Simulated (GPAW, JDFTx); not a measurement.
Given: the input of a run of JDFTx 1.7.0 (patched build) on SnSe2. Atoms were shifted at random by some hundredths of an Å from the given cell, which wasn't relaxed again for these runs. 

Contents of SnSe2.in:

```
lattice \
    7.2017462609    -3.6008731305     0.0000000000 \
    0.0000000000     6.2368952135     0.0000000000 \
    0.0000000000     0.0000000000    11.5953595007
coords-type Lattice
ion Sn    -0.0030730000    -0.0040420000    -0.0018790000 1
ion Se     0.6689860000     0.3423530000     0.7494690000 1
ion Se     0.3331800000     0.6684560000     0.2531690000 1

ion-species pseudo/Sn.upf
ion-species pseudo/Se.upf
elec-cutoff 43 344
elec-ex-corr gga-PBE
kpoint-folding 8 8 5
elec-smearing Fermi 0.0018374661
elec-n-bands 31
electronic-SCF nIterations 100 energyDiffThreshold 1e-09
electronic-minimize nIterations 30 energyDiffThreshold 1e-7
converge-empty-states yes
forces-output-coords Cartesian

dump-name run.$VAR
dump End Ecomponents EigStats BandEigs Kpoints Forces Stress ElecDensity Dtot KEdensity
```

Potentials or basis: PseudoDojo-SR-PBE-0.5-standard.

Command:

```console
$ jdftx -c 1 -i SnSe2.in -o SnSe2.out
```

**Question.** Translate it to GPAW 26.7.0 (ASE script). Potentials or basis there: GPAW PAW data sets (gpaw-data 1.2.1), cutoff 600 eV.

**Answer.** As run (cutoffs and basis follow the program's own potentials, and thresholds, step limits or extra output files can differ):

run.py

```python
from ase import Atoms
from ase.dft.bandgap import bandgap
from ase.io import write
from ase.units import GPa
from gpaw import GPAW, PW

atoms = Atoms(['Sn', 'Se', 'Se'],
              cell=[[3.811, 0.0, 0.0],
                    [-1.9055, 3.3004228138, 0.0],
                    [0.0, 0.0, 6.136]],
              scaled_positions=[[-0.003073, -0.004042, -0.001879],
                                [0.668986, 0.342353, 0.749469],
                                [0.33318, 0.668456, 0.253169]],
              pbc=True)

calc = GPAW(mode=PW(600),
            xc='PBE',
            kpts={'size': (8, 8, 5), 'gamma': True},
            occupations={'name': 'fermi-dirac', 'width': 0.05},
            nbands=24,
            convergence={'density': 1e-05, 'energy': 1e-05},
            maxiter=150,
            txt='gpaw.txt')
atoms.calc = calc
energy = atoms.get_potential_energy()
forces = atoms.get_forces()
stress = atoms.get_stress()
calc.write('gs.gpw')
write('result.traj', atoms)
print(f'Energy: {energy:.6f} eV')
print('Forces (eV/A):')
print(forces.round(4))
print('Stress (GPa):', (stress / GPa).round(3))
print('Fermi level:', round(calc.get_fermi_level(), 4), 'eV')
print(f'Gap: {bandgap(calc)[0]:.4f} eV, direct: {bandgap(calc, direct=True)[0]:.4f} eV')
```

Potentials or basis: GPAW PAW data sets (gpaw-data 1.2.1), pw.

Run with:

```sh
$ OMP_NUM_THREADS=1 python run.py
```

Both were run:

|  | JDFTx | GPAW |
| --- | --- | --- |
| Pressure | 5.1 GPa | 4.7 GPa |
| Largest force | 0.820 eV/Å | 0.764 eV/Å |

The potentials hold 46 and 26 valence electrons a cell.

Pressure is positive in compression.
